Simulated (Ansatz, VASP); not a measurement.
One calculation of V, two programs

```
V
1.0
    -1.47944    1.47944    1.47944
     1.47944   -1.47944    1.47944
     1.47944    1.47944   -1.47944
V
1
Cartesian
  0.0000 0.0000 0.0000
```

Alike in both runs: functional PBEsol; k mesh 20 × 20 × 20; occupations gaussian, width 0.1 eV; no spin polarisation.

Ansatz relaxed the structure, and its values are those at the end. VASP's run is a single point on that final structure, the one shown.

|  | VASP | Ansatz |
| --- | --- | --- |
| version | VASP 6.6.1 | Ansatz 0.2.0 |
| potentials or method | VASP PAW PBE potentials, release 64 (V_sv) | scalar-relativistic, plane waves, PAW |
| plane-wave cutoff (eV) | 520 | 420 |
| valence electrons in the cell | 13 | 13 |

VASP gave:

- gap on the k mesh at the Fermi level (eV): none
- pressure (GPa): 0.2

**Question.** Which values does Ansatz return?

**Answer.** gap on the k mesh at the Fermi level (eV): none; pressure (GPa): 0.0.

A gap of «none» marks a metal or a gap that the smearing closes.

Caveats: the PAW data sets were made with another functional, which shifts forces and pressure a little (VASP).
